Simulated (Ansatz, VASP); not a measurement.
NaH: VASP beside Ansatz

Contents of INCAR:

```
SYSTEM = NaH
PREC = Accurate
ENCUT = 600
EDIFF = 1E-6
ISMEAR = 0
SIGMA = 0.02
LREAL = .False.
LASPH = .True.
NELM = 100
ALGO = Fast
ISIF = 3
LWAVE = .False.
LCHARG = .False.
IBRION = 2
NSW = 70
EDIFFG = -0.005
```

File KPOINTS:

```
Automatic mesh
0
Gamma
  8 8 8
  0 0 0
```

POSCAR

```
NaH
1.0
    0.0000000000      2.4160403214      2.4160403214
    2.4160403214      0.0000000000      2.4160403214
    2.4160403214      2.4160403214      0.0000000000
Na H
1 1
Direct
    0.0000000000      0.0000000000      0.0000000000
    0.5000000000      0.5000000000      0.5000000000
```

Input for Ansatz:

```yaml
crystal:
  lattice:
    - [0.0, 2.4160403214, 2.4160403214]
    - [2.4160403214, 0.0, 2.4160403214]
    - [2.4160403214, 2.4160403214, 0.0]
  atoms:
    - { symbol: Na, position: [0.0, 0.0, 0.0] }
    - { symbol: H, position: [0.5, 0.5, 0.5] }
basis:
  ecutwfc: 420
kpoints:
  mp_grid: { grid: [8, 8, 8] }
hamiltonian:
  xc: lda
scf:
  occupations: { method: gaussian, width: 0.02 }
output:
  forces: true
  stress: true
  eigenvalues: true
relax:
  adjacent_minimum: "off"
  f_tol: 0.005
  max_steps: 50
  cell: { stress_tol: 0.05 }
```

Alike in both runs: task relaxation of cell and atoms; functional LDA; k mesh 8 × 8 × 8; occupations gaussian, width 0.02 eV; no spin polarisation.

|  | VASP | Ansatz |
| --- | --- | --- |
| version | VASP 6.6.1 | Ansatz 0.2.0 |
| potentials or method | VASP PAW LDA potentials, release 64 (Na_pv, H) | scalar-relativistic, plane waves, PAW |
| plane-wave cutoff (eV) | 600 | 420 |
| valence electrons in the cell | 8 | 10 |

```csv
,VASP,Ansatz,Ansatz less VASP
"gap on the k mesh at the Fermi level, each at its own relaxed structure (eV)",3.55,3.55,+0.002
relaxed volume (Å³/atom),12.88,12.88,-0.001
relaxed cell length with the largest relative difference (Å),3.315,3.315,-0.0001
energy change over the relaxation (meV/atom),-8,-8,0.0
```

The two sets of potentials don't hold the same shells in valence.

A k mesh can miss the band edges. LDA usually gives volumes a few per cent too small. Zero-point motion and thermal expansion aren't in these numbers.
